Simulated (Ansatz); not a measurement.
# Ni (Nickel): the cost of one run

Program: Ansatz 0.2.0. Level of theory: DFT r²SCAN, scalar-relativistic, plane waves, PAW. These are calculated values, not measurements.

## 1. The structure to begin with

Symmetry: Fm-3m, No. 225, cubic system. The conventional cell has a = 3.478 Å, b = 3.478 Å, c = 3.478 Å, α = 90.00°, β = 90.00°, γ = 90.00°. Around Ni (site symmetry m-3m) lie 12 Ni at 2.46 Å.

Coordinates:

```xyz
1
Lattice="0.0000 1.7392 1.7392 1.7392 0.0000 1.7392 1.7392 1.7392 0.0000" Properties=species:S:1:pos:R:3 pbc="T T T"
Ni    0.0000    0.0000    0.0000
```

An earlier run at r²SCAN left this cell at 10.522 Å³/atom and 0.00 GPa (22×22×22 mesh).

Volume factors to run: 0.980, 1.020, 0.960, 1.040.

## 2. Volume × 0.980

input.yaml reads:

```yaml
crystal:
  lattice:
    - [0.0, 1.7275387685, 1.7275387685]
    - [1.7275387685, 0.0, 1.7275387685]
    - [1.7275387685, 1.7275387685, 0.0]
  atoms:
    - { symbol: Ni, position: [0.0, 0.0, 0.0], spin: 0.9 }
basis:
  ecutwfc: 500
  ecutrho_ratio: 4
kpoints:
  mp_grid: { grid: [22, 22, 22] }
hamiltonian:
  xc: r2scan
scf:
  occupations: { method: gaussian, width: 0.05 }
output:
  forces: true
  stress: true
  eigenvalues: true
  populations: true
magnetization:
  spin_polarized: true
```

On the command line:

```sh
$ ansatz run input.yaml --threads 1 --pin off --max-ram 2560MiB --backend cpu --events-out ev --progress --plain --runs-dir out
```

**Question.** How long does this run take on 1 thread of Intel Xeon 6975P-C (Granite Rapids), shared host, and how much memory does it need?

About 13 s, with a peak of 0.45 GiB.
